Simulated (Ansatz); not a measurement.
Input and command of a plane-wave DFT calculation in Ansatz:

```yaml
crystal:
  lattice:
    - [0.0, 2.174, 2.174]
    - [2.174, 0.0, 2.174]
    - [2.174, 2.174, 0.0]
  atoms:
    - { symbol: Si, position: [-0.1016425341, 0.0, 0.0] }
    - { symbol: C, position: [0.75, 0.75, 0.75] }
basis:
  ecutwfc: 420
kpoints:
  mp_grid: { grid: [12, 12, 12] }
hamiltonian:
  xc: pbe
scf:
  occupations: { method: gaussian, width: 0.05 }
output:
  forces: true
  stress: true
  eigenvalues: true
```

```bash
ansatz run input.yaml --threads 1 --pin off --max-ram 2560MiB --backend cpu --events-out ev --progress --plain --runs-dir out
```

Processor: Intel(R) Xeon(R) Processor @ 2.50GHz (Skylake/Cascade Lake), 1 thread, on a host shared with other jobs.

Question: How long does it run, and how much memory does it take?

Answer: About 17 s on 1 thread of Intel(R) Xeon(R) Processor @ 2.50GHz (Skylake/Cascade Lake) (shared host), peak memory 0.42 GiB. It solves 8 bands at 476 k points (the mesh reduced by symmetry) with about 411 plane waves, in 6 SCF iterations.
